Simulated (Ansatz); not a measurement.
fcc against bcc along group 11 and 12

All numbers below come from DFT, revPBE, plane waves (420 eV) with PAW, scalar-relativistic in Ansatz. The PAW files were generated under PBE, with cores re-solved for the functional.

Each structure is relaxed within its symmetry, in the lowest magnetic state of the tried starts. Differences under about 8 meV lie within the error of the k-point mesh.

```
element  E(fcc) − E(bcc) (meV/atom)  V(fcc) (Å³/atom)  V(bcc) (Å³/atom)       state of fcc       state of bcc
     Cu                         -35             12.26             12.32  spin not included  spin not included
     Ag                         -28             18.43             18.64  spin not included  spin not included
     Au                         -18             18.33             18.40  spin not included  spin not included
     Zn                         -57             15.69             15.89  spin not included  spin not included
     Cd                         -43             23.97             24.49  spin not included  spin not included
```
